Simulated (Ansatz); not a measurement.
The system is Nb.

```
CELL_PARAMETERS angstrom
-1.66395 1.66395 1.66395
1.66395 -1.66395 1.66395
1.66395 1.66395 -1.66395
ATOMIC_POSITIONS crystal
Nb 0.00000 0.00000 0.00000
```

- Program: Ansatz 0.2.0
- Task: relaxation of cell and atoms
- Functional: HSE03
- Potentials or basis: Ansatz PAW
- Cutoff: 420 eV (not typed: the program's choice for these potentials)
- k mesh: 6 × 6 × 6
- Occupations: fermi-dirac, width 0.05 eV
- Spin: no spin polarisation

At the start: volume 18.43 Å³/atom.

**Question.** How do energy, volume and symmetry change on relaxing?

**Answer.** It ends after 4 steps and the volume is 17.47 Å³/atom (-5.2 %); space group Im-3m (No. 229, to 0.05 Å).

Step by step:
| step | energy change (eV) | largest force (eV/Å) | volume (Å³) |
| --- | --- | --- | --- |
| 1 | 0.0000 | 0.0000 | 18.43 |
| 2 | -0.0267 | 0.0000 | 17.58 |
| 3 | -0.0271 | 0.0000 | 17.47 |
| 4 | -0.0270 | 0.0000 | 17.47 |

Final structure:
```yaml
crystal:
  lattice:
    - [-1.63461, 1.63461, 1.63461]
    - [1.63461, -1.63461, 1.63461]
    - [1.63461, 1.63461, -1.63461]
  atoms:
    - { symbol: Nb, position: [0.00000, 0.00000, 0.00000] }
```

Caveat: the k mesh is coarse (spacing up to 0.45 Å⁻¹), so the values aren't converged, least of all with exact exchange; the plane-wave basis is chosen anew once the cell has moved, so the energies of steps on either side of that aren't comparable; the PAW data sets come from PBE, with cores solved anew for the run's functional, which leaves a small shift of forces and pressure.
